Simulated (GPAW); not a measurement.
Runs of GPAW 26.7.0 on Ti. Symmetry: Im-3m, No. 229, cubic system. The conventional cell has a = 3.282 Å, b = 3.282 Å, c = 3.282 Å, α = 90.00°, β = 90.00°, γ = 90.00°. Ti (site symmetry m-3m) has 8 Ti at 2.84 Å as nearest neighbours. This isn't the form of Ti at room conditions, which is hcp.

```csv
task,level,potentials or basis,cell,k mesh,cutoff (eV),maxiter,eigensolver,band path,band points,convergence,mesh quality,gap on the mesh (eV),pressure (GPa)
band structure,revTPSS,"GPAW PAW data sets (gpaw-data 1.2.1), pw",as given,11 × 11 × 11,600,150,davidson,"GHNGPH,PN",60,-,not flagged,-,-5.7
single point,r2SCAN,"GPAW PAW data sets (gpaw-data 1.2.1), pw",volume scaled by 0.92,9 × 9 × 9,450,120,-,-,-,default,not flagged,none,6.8
band structure,SOGGA,"PAW data sets generated in the run's folder for this functional, pw",as given,11 × 11 × 11,600,150,-,"GHNGPH,PN",60,-,not flagged,-,-7.4
one-shot levels on a semilocal density,LDA,"the program's PAW data sets (release 1.2.1) made for this functional, pw",as given,7 × 7 × 7,500,150,-,-,-,-,coarse,none,(a)
```

Alike in all rows: no spin polarisation; smearing fermi-dirac 0.05 eV.

Task: Estimate the missing entries.

Result: (a) -9.9.

Caveats: some runs use coarse meshes; the PAW data sets were made with another functional, which shifts forces and pressure a little (some runs); the cutoff is short for stress and forces, so pressures can be off by a GPa or more (some runs); one-shot exact exchange on a metal's smeared states is rough (some runs).

A gap of «none» marks a metal or a gap under the smearing width.
